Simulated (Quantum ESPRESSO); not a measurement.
The system is PbS (Galena).

```
Pb S
1.0
     0.00000    2.96575    2.96575
     2.96575    0.00000    2.96575
     2.96575    2.96575    0.00000
Pb S
1 1
Direct
  0.00000 0.00000 0.00000
  0.50000 0.50000 0.50000
```

```yaml
Program: Quantum ESPRESSO 7.5
Task: phonons
Functional: WC
Potentials_or_basis: PseudoDojo 0.4.1 SR PBE standard
Cutoff: 762 eV
Density_cutoff: 3048 eV
k_mesh: 4 × 4 × 4, shifted
Occupations: fermi-dirac, width 0.05 eV
Spin: no spin polarisation
Mixing_beta: 0.5
Most_SCF_iterations: 120
SCF_threshold: 4e-10 Ry
```

The cell and the atoms were relaxed first, to 25.72 Å³/atom (a = 4.175 Å, b = 4.175 Å, c = 4.175 Å, α = 60.00°, β = 60.00°, γ = 60.00°), and the response was taken there.

The first run showed a gap, so the response started from a second, tighter run with fixed occupations.

Problem. Which optical modes does the crystal have at the zone centre, and which show in infrared and Raman spectra?

Solution. The optical modes are T1u. Infrared active: T1u. None is Raman active.

Optical modes at Γ, degenerate ones joined, polar ones without the macroscopic field:
```csv
cm⁻¹,components,symmetry,active in,"IR intensity, summed ((D/Å)²/amu)"
88,3,T1u,IR,46.24
```

Caveat: the potentials were made for another functional, which shifts forces and pressure.
